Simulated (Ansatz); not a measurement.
HfB2:

```xyz
3
Lattice="3.1400 0.0000 0.0000 -1.5700 2.7193 0.0000 0.0000 0.0000 3.4800" Properties=species:S:1:pos:R:3 pbc="T T T"
Hf    0.0000    0.0000    0.0000
B     1.5700    0.9064    1.7400
B     0.0000    1.8129    1.7400
```

Base run:

- Program: Ansatz 0.2.0
- Functional: r2SCAN
- Potentials or basis: Ansatz PAW
- Cutoff: 500 eV (not typed: the program's choice for these potentials)
- k mesh: 10 × 10 × 8
- Occupations: fermi-dirac, width 0.05 eV
- Spin: no spin polarisation

Its results: band gap on the k mesh none (metal or under the smearing width); pressure -0.6 GPa.

Q: The run is repeated on the same cell with these changes: functional from r2SCAN to BLYP; cutoff from 500 eV (not typed: the program's choice for these potentials) to 420 eV (not typed: the program's choice for these potentials). What comes out?

A: Band gap on the k mesh none (metal or under the smearing width); pressure 7.8 GPa.

Caveats: spin-orbit coupling is left out, which moves the levels of the heavy elements; the PAW data sets come from PBE, with cores solved anew for the run's functional, which leaves a small shift of forces and pressure.
